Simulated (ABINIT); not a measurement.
**GaN (F-43m): G0W0 in ABINIT against the k mesh**

How does the gap of GaN (F-43m) converge in the k mesh?

Calculated with ABINIT 10.8.3; PBE and many-body steps on it, plane waves.

**1. Set-up**

The structure is cubic, space group F-43m (No. 216). The conventional cell has a = 4.507 Å, b = 4.507 Å, c = 4.507 Å, α = 90.00°, β = 90.00°, γ = 90.00°. Nearest to Ga lie 4 N at 1.95 Å. Nearest to N lie 4 Ga at 1.95 Å. Farther neighbours and most contacts between anions are not listed.

The cell and positions are those that the Materials Project relaxed with its own functionals (PBE, PBE+U or r2SCAN), kept fixed. This is not the form that GaN usually takes at ambient conditions.

**2. Empty states on the mesh, 6×6×6 mesh, 432 bands**

This step: ABINIT 10.8.3; DFT, PBE, plane waves, norm-conserving pseudopotentials.

The sums over transitions need many empty states on a uniform mesh; this step solves for them.

File run.abi:

```
acell 3*1.0 Angstrom
rprim 
  0.000000000000 2.253500607500 2.253500607500
  2.253500607500 0.000000000000 2.253500607500
  2.253500607500 2.253500607500 0.000000000000
ntypat 2
znucl 31 7
natom 2
typat 1 2
xred 
  0.000000000000 0.000000000000 0.000000000000
  0.750000000000 0.750000000000 0.750000000000
pp_dirpath "pseudos"
pseudos "Ga.upf, N.upf"
ecut 36
ngkpt 6 6 6
nshiftk 1
shiftk 0 0 0
kptopt 1
chksymbreak 0
irdden 1
istwfk *1
nband 432
prtvol 0
optdriver 6
gwr_task "HDIAGO"
paral_kgb 0
occopt 1
indata_prefix "in"
outdata_prefix "out"
tmpdata_prefix "tmp"
```

Launch:

```bash
$ OMP_NUM_THREADS=1 mpirun -n 8 abinit run.abi > log
```

What it wrote:

```text
.Version 10.8.3 of ABINIT. v10.8.2 released Aug 2026.

 Symmetries : space group F-4 3 m (#216); Bravais cF (face-center cubic)
[... echo of the input left out ...]
== DATASET  1 ==================================================================
-   mpi_nproc: 8, omp_nthreads: 1 (-1 if OMP is not activated)

--- !DatasetInfo
iteration_state: {dtset: 1, }
dimensions: {natom: 2, nkpt: 16, mband: 432, nsppol: 1, nspinor: 1, nspden: 1, mpw: 1639, }
cutoff_energies: {ecut:  36.0, pawecutdg:  -1.0, }
[...]
Direct band gap semiconductor
 Fundamental gap:     1.759 (eV)
   VBM:     5.322 (eV) at k: [ 0.0000E+00,  0.0000E+00,  0.0000E+00]
   CBM:     7.081 (eV) at k: [ 0.0000E+00,  0.0000E+00,  0.0000E+00]
 Direct gap:         1.759 (eV) at k: [ 0.0000E+00,  0.0000E+00,  0.0000E+00]

== END DATASET(S) ==============================================================
================================================================================

 -outvars: echo values of variables after computation  --------
           etotal      0.0000000000E+00
            nband         432
             nkpt          16
          spgroup         216
 [... the other variables as echoed above ...]

 Calculation completed.
```

Elapsed: 10 s, on 8 MPI ranks of Arm Neoverse V2, shared host; peak memory 1.6 GiB; 81 s of CPU time.

This step gave:

| Property | Result |
| --- | --- |
| gap | 1.759 eV |
| k of the valence top | 0, 0, 0 |
| k of the conduction bottom | 0, 0, 0 |
| least direct gap | 1.759 eV |
| k points computed | 16 |
| lowest point of the top converged band, above the valence top | 381.1904 eV |

On this mesh the gap is 1.759 eV.

The density comes from a self-consistent run that is not shown.

**3. Empty states on the mesh, 4×4×4 mesh, 122 bands**

run.abi: that of step 2 with these lines changed.

```diff
@@ -15,3 +15,3 @@
 ecut 36
-ngkpt 6 6 6
+ngkpt 4 4 4
 nshiftk 1
@@ -22,3 +22,3 @@
 istwfk *1
-nband 432
+nband 122
 prtvol 0
```

What it wrote:

```text
[banner, memory and clock lines left out]
.Version 10.8.3 of ABINIT. v10.8.2 released Aug 2026.

 Symmetries : space group F-4 3 m (#216); Bravais cF (face-center cubic)
[... echo of the input left out ...]
== DATASET  1 ==================================================================
-   mpi_nproc: 8, omp_nthreads: 1 (-1 if OMP is not activated)

--- !DatasetInfo
iteration_state: {dtset: 1, }
dimensions: {natom: 2, nkpt: 8, mband: 122, nsppol: 1, nspinor: 1, nspden: 1, mpw: 1639, }
cutoff_energies: {ecut:  36.0, pawecutdg:  -1.0, }
[...]
Integrated=    1.8000E+01

 === KS gaps after direct diagonalization ===
 Direct band gap semiconductor
 Fundamental gap:     1.759 (eV)
   VBM:     5.322 (eV) at k: [ 0.0000E+00,  0.0000E+00,  0.0000E+00]
   CBM:     7.081 (eV) at k: [ 0.0000E+00,  0.0000E+00,  0.0000E+00]
 Direct gap:         1.759 (eV) at k: [ 0.0000E+00,  0.0000E+00,  0.0000E+00]

== END DATASET(S) ==============================================================

 -outvars: echo values of variables after computation  --------
           etotal      0.0000000000E+00
            nband         122
             nkpt           8
          spgroup         216
 [... the other variables as echoed above ...]

 Calculation completed.
```

The job ended after 5.7 s (8 MPI ranks; peak memory 1.6 GiB; 45 s of CPU time).

This step gave:

* gap: 1.759 eV
* k of the valence top: 0, 0, 0
* k of the conduction bottom: 0, 0, 0
* least direct gap: 1.759 eV
* k points computed: 8
* lowest point of the top converged band, above the valence top: 138.3805 eV

On this mesh the gap is 1.759 eV.

**4. Empty states on the mesh, 8×8×8 mesh, 122 bands**

run.abi: that of step 3 with these lines changed.

```diff
@@ -15,3 +15,3 @@
 ecut 36
-ngkpt 4 4 4
+ngkpt 8 8 8
 nshiftk 1
```

What it wrote:

```text
[banner, memory and clock lines left out]
.Version 10.8.3 of ABINIT. v10.8.2 released Aug 2026.

 Symmetries : space group F-4 3 m (#216); Bravais cF (face-center cubic)
[... echo of the input left out ...]
== DATASET  1 ==================================================================
-   mpi_nproc: 8, omp_nthreads: 1 (-1 if OMP is not activated)

--- !DatasetInfo
iteration_state: {dtset: 1, }
dimensions: {natom: 2, nkpt: 29, mband: 122, nsppol: 1, nspinor: 1, nspden: 1, mpw: 1639, }
cutoff_energies: {ecut:  36.0, pawecutdg:  -1.0, }
[...]
Integrated=    1.8000E+01

 === KS gaps after direct diagonalization ===
 Direct band gap semiconductor
 Fundamental gap:     1.759 (eV)
   VBM:     5.322 (eV) at k: [ 0.0000E+00,  0.0000E+00,  0.0000E+00]
   CBM:     7.081 (eV) at k: [ 0.0000E+00,  0.0000E+00,  0.0000E+00]
 Direct gap:         1.759 (eV) at k: [ 0.0000E+00,  0.0000E+00,  0.0000E+00]

== END DATASET(S) ==============================================================

 -outvars: echo values of variables after computation  --------
           etotal      0.0000000000E+00
            nband         122
             nkpt          29
          spgroup         216
 [... the other variables as echoed above ...]

 Calculation completed.
```

Elapsed: 16 s, on 8 MPI ranks; peak memory 1.6 GiB.

This step gave:

```yaml
gap: 1.759 eV
k_of_the_valence_top: 0, 0, 0
k_of_the_conduction_bottom: 0, 0, 0
least_direct_gap: 1.759 eV
k_points_computed: 29
lowest_point_of_the_top_converged_band_above_the_valence_top: 138.3805 eV
```

On this mesh the gap is 1.759 eV.

**5. Empty states on the mesh, 10×10×10 mesh, 122 bands**

run.abi: that of step 4 with these lines changed.

```diff
@@ -15,3 +15,3 @@
 ecut 36
-ngkpt 8 8 8
+ngkpt 10 10 10
 nshiftk 1
```

What it wrote:

```text
[banner, memory and clock lines left out]
.Version 10.8.3 of ABINIT. v10.8.2 released Aug 2026.

 Symmetries : space group F-4 3 m (#216); Bravais cF (face-center cubic)
[... echo of the input left out ...]
== DATASET  1 ==================================================================
-   mpi_nproc: 8, omp_nthreads: 1 (-1 if OMP is not activated)

--- !DatasetInfo
iteration_state: {dtset: 1, }
dimensions: {natom: 2, nkpt: 47, mband: 122, nsppol: 1, nspinor: 1, nspden: 1, mpw: 1639, }
cutoff_energies: {ecut:  36.0, pawecutdg:  -1.0, }
[...]
Integrated=    1.8000E+01

 === KS gaps after direct diagonalization ===
 Direct band gap semiconductor
 Fundamental gap:     1.759 (eV)
   VBM:     5.322 (eV) at k: [ 0.0000E+00,  0.0000E+00,  0.0000E+00]
   CBM:     7.081 (eV) at k: [ 0.0000E+00,  0.0000E+00,  0.0000E+00]
 Direct gap:         1.759 (eV) at k: [ 0.0000E+00,  0.0000E+00,  0.0000E+00]

== END DATASET(S) ==============================================================

 -outvars: echo values of variables after computation  --------
           etotal      0.0000000000E+00
            nband         122
             nkpt          47
          spgroup         216
 [... the other variables as echoed above ...]

 Calculation completed.
```

The job ended after 24 s (8 MPI ranks; peak memory 1.6 GiB).

Numbers from this step:

* gap: 1.759 eV
* k of the valence top: 0, 0, 0
* k of the conduction bottom: 0, 0, 0
* least direct gap: 1.759 eV
* k points computed: 47
* lowest point of the top converged band, above the valence top: 138.3805 eV

On this mesh the gap is 1.759 eV.

**6. Screening, 4×4×4 mesh, 114 bands, screening to 261.2 eV**

The RPA dielectric matrix is built and inverted for each q.

This step: RPA screening on PBE, plane waves, norm-conserving pseudopotentials.

run.abi: that of step 5 with these lines changed.

```diff
@@ -15,3 +15,3 @@
 ecut 36
-ngkpt 10 10 10
+ngkpt 4 4 4
 nshiftk 1
@@ -20,10 +20,11 @@
 chksymbreak 0
-irdden 1
 istwfk *1
-nband 122
-prtvol 0
-optdriver 6
-gwr_task "HDIAGO"
-paral_kgb 0
 occopt 1
+irdwfk 1
+optdriver 3
+nband 114
+ecuteps 9.6
+inclvkb 2
+awtr 1
+symchi 1
 indata_prefix "in"
```

What it wrote:

```text
.Version 10.8.3 of ABINIT. v10.8.2 released Aug 2026.

 Symmetries : space group F-4 3 m (#216); Bravais cF (face-center cubic)
[... echo of the input left out ...]
== DATASET  1 ==================================================================
-   mpi_nproc: 8, omp_nthreads: 1 (-1 if OMP is not activated)

--- !DatasetInfo
iteration_state: {dtset: 1, }
dimensions: {natom: 2, nkpt: 8, mband: 114, nsppol: 1, nspinor: 1, nspden: 1, mpw: 1639, }
cutoff_energies: {ecut:  36.0, pawecutdg:  -1.0, }
electrons: {nelect:   1.80000000E+01, charge:   0.00000000E+00, occopt:   1.00000000E+00, tsmear:   1.00000000E-02, }

 SCREENING: Calculation of the susceptibility and dielectric matrices

 Based on a program developped by R.W. Godby, V. Olevano, G. Onida, and L. Reining.
 Incorporated in ABINIT by V. Olevano, G.-M. Rignanese, and M. Torrent.
.Using double precision arithmetic ; gwpc =  8

[... cell and pseudopotentials left out ...]
--------------------------------------------------------------------------------

 ==== K-mesh for the wavefunctions ====
 Number of points in the irreducible wedge :     8
[... list of points left out ...]
 Together with 24 symmetry operations and time-reversal symmetry
 yields    64 points in the full Brillouin Zone.

 ==== Q-mesh for the screening function ====
 Number of points in the irreducible wedge :     8
[... list of points left out ...]
 Together with 24 symmetry operations and time-reversal symmetry
 yields    64 points in the full Brillouin Zone.

 setmesh: FFT mesh size selected  =    25x   25x   25
          total number of points  =        15625

 vcoul_init : cutoff-mode = AUXILIARY_FUNCTION
 q-points for optical limit:   1
     1)      0.000010    0.000020    0.000030

- screening: taking advantage of time-reversal symmetry
- Maximum band index for partially occupied states nbvw = 9
- Remaining bands to be divided among processors   nbcw = 105
- Number of bands treated by each node ~13

 Number of electrons calculated from density =   18.0000; Expected =   18.0000
 average of density, n =  0.116539
 r_s =    1.2700
 omega_plasma =   32.9300 [eV]

 calculating chi0 at frequencies [eV] :
  1    0.000000E+00    0.000000E+00
  2    0.000000E+00    3.293002E+01

--------------------------------------------------------------------------------
  q-point number  1        q = ( 0.000000, 0.000000, 0.000000) [r.l.u.]
--------------------------------------------------------------------------------
[... chi0 elements left out ...]
 For q-point:  0.000010 0.000020 0.000030
  dielectric constant =   8.8947
  dielectric constant without local fields =   9.5602

  Average fulfillment of the sum rule on Im[epsilon] for q-point    1 :     84.91  [%]
[... wings left out ...]
  q-point number  2        q = ( 0.250000, 0.000000, 0.000000) [r.l.u.]
--------------------------------------------------------------------------------
[... chi0 elements left out ...]
  Average fulfillment of the sum rule on Im[epsilon] for q-point    2 :    108.17  [%]

 [... 6 further q-points ...]
```

Run time: 8.4 s. Hardware: 8 MPI ranks; peak memory 0.93 GiB; 67 s of CPU time.

This step gave:

```
ε∞ with local fields, on this mesh, along the program's q direction : 8.895
the same without local fields                                       : 9.560
plasma frequency                                                    : 32.93 eV
plane waves in the screening matrix                                 : 229
```

Local fields lower ε∞ by 7 %. On a Γ-centred mesh this coarse the value itself is usually too large, while a short band sum pulls it down.

**7. 4×4×4**

This step: G0W0 on PBE, plane waves, norm-conserving pseudopotentials.

run.abi: that of step 6 with these lines changed.

```diff
@@ -23,8 +23,15 @@
 irdwfk 1
-optdriver 3
+optdriver 4
 nband 114
+gwcalctyp 0
+ecutsigx 36
+symsigma 1
+nkptgw 1
+kptgw 
+  0.0000000000 0.0000000000 0.0000000000
+bdgw 
+  7 13
 ecuteps 9.6
-inclvkb 2
-awtr 1
-symchi 1
+irdscr 1
+ppmodel 1
 indata_prefix "in"
```

What it wrote:

```text
.Version 10.8.3 of ABINIT. v10.8.2 released Aug 2026.

 Symmetries : space group F-4 3 m (#216); Bravais cF (face-center cubic)
[... echo of the input left out ...]
== DATASET  1 ==================================================================
-   mpi_nproc: 8, omp_nthreads: 1 (-1 if OMP is not activated)

--- !DatasetInfo
iteration_state: {dtset: 1, }
dimensions: {natom: 2, nkpt: 8, mband: 114, nsppol: 1, nspinor: 1, nspden: 1, mpw: 1639, }
cutoff_energies: {ecut:  36.0, pawecutdg:  -1.0, }
electrons: {nelect:   1.80000000E+01, charge:   0.00000000E+00, occopt:   1.00000000E+00, tsmear:   1.00000000E-02, }

 SIGMA: Calculation of the GW corrections

 Based on a program developped by R.W. Godby, V. Olevano, G. Onida, and L. Reining.
 Incorporated in ABINIT by V. Olevano, G.-M. Rignanese, and M. Torrent.
.Using double precision arithmetic ; gwpc =  8

[... cell and pseudopotentials left out ...]
--------------------------------------------------------------------------------

 ==== K-mesh for the wavefunctions ====
 Number of points in the irreducible wedge :     8
[... list of points left out ...]
 Together with 24 symmetry operations and time-reversal symmetry
 yields    64 points in the full Brillouin Zone.

 ==== Q-mesh for screening function ====
 Number of points in the irreducible wedge :     8
[... list of points left out ...]
 Together with 24 symmetry operations and time-reversal symmetry
 yields    64 points in the full Brillouin Zone.

 vcoul_init : cutoff-mode = AUXILIARY_FUNCTION
 q-points for optical limit:   1
     1)      0.000010    0.000020    0.000030
 setmesh: FFT mesh size selected  =    36x   36x   36
          total number of points  =        46656

 Number of electrons calculated from density =   18.0000; Expected =   18.0000
 average of density, n =  0.116539
 r_s =    1.2700
 omega_plasma =   32.9300 [eV]

 === KS Band Gaps ===
  >>>> For spin  1
   Minimum direct gap =   1.7587 [eV], located at k-point      :   0.0000  0.0000  0.0000
   Fundamental gap    =   1.7587 [eV], Top of valence bands at :   0.0000  0.0000  0.0000
                                       Bottom of conduction at :   0.0000  0.0000  0.0000
 SIGMA fundamental parameters:
 PLASMON POLE MODEL  1
 number of plane-waves for SigmaX                 1639
 number of plane-waves for SigmaC and W            229
 number of plane-waves for wavefunctions          1639
 number of bands                                   114
 number of independent spin polarizations            1
 number of spinorial components                      1
 number of k-points in IBZ                           8
 number of q-points in IBZ                           8
 number of symmetry operations                      24
 number of k-points in BZ                           64
 number of q-points in BZ                           64
 number of frequencies for dSigma/dE                 9
 frequency step for dSigma/dE [eV]                0.25
 number of omega for Sigma on real axis              0
 max omega for Sigma on real axis  [eV]           0.00
 zcut for avoiding poles [eV]                     0.10

 EPSILON^-1 parameters (SCR file):
 dimension of the eps^-1 matrix on file            229
 dimension of the eps^-1 matrix used               229
 number of plane-waves for wavefunctions          1639
 number of bands                                   114
 number of q-points in IBZ                           8
 number of frequencies                               2
 number of real frequencies                          1
 number of imag frequencies                          1

 matrix elements of self-energy operator (all in [eV])

 Perturbative Calculation

--- !SelfEnergy_ee
iteration_state: {dtset: 1, }
kpoint     : [   0.000,    0.000,    0.000, ]
spin       : 1
KS_gap     :    1.759
QP_gap     :    2.045
Delta_QP_KS:    0.286
data: !SigmaeeData |
     Band     E0 <VxcDFT>   SigX SigC(E0)      Z dSigC/dE  Sig(E)    E-E0       E
        7   5.322 -18.371 -21.390   2.856   0.793  -0.262 -18.500  -0.129   5.193
        8   5.322 -18.371 -21.390   2.856   0.793  -0.262 -18.500  -0.129   5.193
        9   5.322 -18.371 -21.390   2.856   0.793  -0.262 -18.500  -0.129   5.193
       10   7.081 -13.883  -9.640  -4.050   0.816  -0.225 -13.726   0.157   7.238
       11  15.678 -12.123  -7.129  -4.964   0.833  -0.200 -12.097   0.025  15.703
       12  15.678 -12.123  -7.129  -4.964   0.833  -0.200 -12.097   0.025  15.703
       13  15.678 -12.123  -7.129  -4.964   0.833  -0.200 -12.097   0.025  15.703

== END DATASET(S) ==============================================================
================================================================================

 -outvars: echo values of variables after computation  --------
           etotal      0.0000000000E+00
            nband         114
             nkpt           8
          spgroup         216
 [... the other variables as echoed above ...]

 Calculation completed.
```

Run time: 3.7 s. Hardware: 8 MPI ranks; peak memory 0.92 GiB; 29 s of CPU time.

Numbers from this step:

| Quantity | Value |
| --- | --- |
| G0W0 gap on the points computed | 2.045 eV |
| starting gap on the mesh | 1.759 eV |
| k of the valence top | 0, 0, 0 |
| k of the conduction bottom | 0, 0, 0 |
| Z at the valence top | 0.793 |
| Z at the conduction bottom | 0.816 |
| least direct G0W0 gap on the computed points | 2.045 eV |

(Continued in part 2 of 2.)

[Paths, hosts, dates, memory and timing lines, banners, echoed tables and standing remarks are left out of the program output.]

[Logs are printed without paths, hosts, clocks, repeated set-up lines and the standing remarks that a program may print on its own settings, such as how far it seeks lower states.]

[Runs of the session that timed out or met a known fault of the program may be left out.]

[Hosts, paths, dates, database ids (printed as entryN), source tags and the programs' standing remarks are cut or masked in the printed files.]

[G0W0 gaps are taken among the corrected bands and points alone; a level outside them can change the order at an edge.]

[Where Ansatz stands beside ABINIT at settings called matched, ABINIT's density can come from a denser mesh and the files from another edition; pairs whose starting gaps differed by over 0.03 eV were left out, so agreement reads better than it is.]
